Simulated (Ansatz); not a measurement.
Runs of Ansatz 0.2.0 on TiSi2. The structure is hexagonal, space group P6/mmm (No. 191). The conventional cell has a = 4.375 Å, b = 4.375 Å, c = 2.561 Å, α = 90.00°, β = 90.00°, γ = 120.00°. Around Ti (site symmetry 6/mmm) lie 2 Ti at 2.56 Å and 12 Si at 2.83 Å. Si (site symmetry -6m2) is surrounded by 5 Si at 2.53 to 2.56 Å and 6 Ti at 2.83 Å. The cell was built by a generator and needn't be a form met in nature.

| level | share of exact exchange | gap on the mesh (eV) | pressure (GPa) |
| --- | --- | --- | --- |
| r2SCAN0 form with a typed share of exact exchange | 0 | none | -1.2 |
| r2SCAN0 form with a typed share of exact exchange | 0.35 | none | -5.0 |
| r2SCAN0 form with a typed share of exact exchange | 0.1 | none | (a) |
| r2SCAN0 form with a typed share of exact exchange | 0.15 | none | -3.1 |
| r2SCAN0 | 0.25 | none | -4.1 |
| r2SCAN0 form with a typed share of exact exchange | 0.5 | none | (b) |

Alike in all rows: task single point; potentials or basis Ansatz PAW; no spin polarisation; cell as given; k mesh 4 × 4 × 6; cutoff (eV) 500; smearing fermi-dirac 0.05 eV; the mesh is coarse, so values aren't converged.

Problem. Estimate the missing entries.

Solution. (a) -2.5; (b) -5.4.

Caveats: all runs use coarse meshes; the PAW data sets come from PBE, with cores solved anew for the run's functional, which leaves a small shift of forces and pressure; the thresholds are loose for stress (some runs).

A gap of «none» marks a metal or a gap under the smearing width.
